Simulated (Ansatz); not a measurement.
**A computed series for AlSb: pressure series**

Consider AlSb in the zinc blende structure (space group F-43m, No. 216; a = 6.157 Å).

Cell and atoms are relaxed at each pressure.

All numbers come from Kohn–Sham DFT with the PBEsol functional, run in Ansatz (a program for electronic structure) with PAW and 420 eV plane waves, no spin-orbit coupling.

Candidates:
(a) pressure −2 GPa
(b) pressure −1 GPa
(c) pressure 10 GPa
(d) pressure 5 GPa

For the base:

```
Quantity                        Result
-----------------------------  -------
Width of the top valence band  2.73 eV
```

Problem. Order them by width of the top valence band, lowest first.

Solution. (a) pressure −2 GPa (2.59 eV), (b) pressure −1 GPa (2.66 eV), (d) pressure 5 GPa (3.01 eV), (c) pressure 10 GPa (3.24 eV)

Spin-orbit coupling, missing from the scalar runs, can matter with Sb. The levels and masses belong to the bands next to the band gap. Load acts through the strain it causes; cell and atoms are relaxed under it. Stability against distortions was not tested. Measured, AlSb leaves this structure (for a Cmcm phase) near 8.1 GPa (temperature not stated; as listed in Datta, Sujoy, Jana, Debnarayan, arXiv (2020)), on rising pressure, with hysteresis.
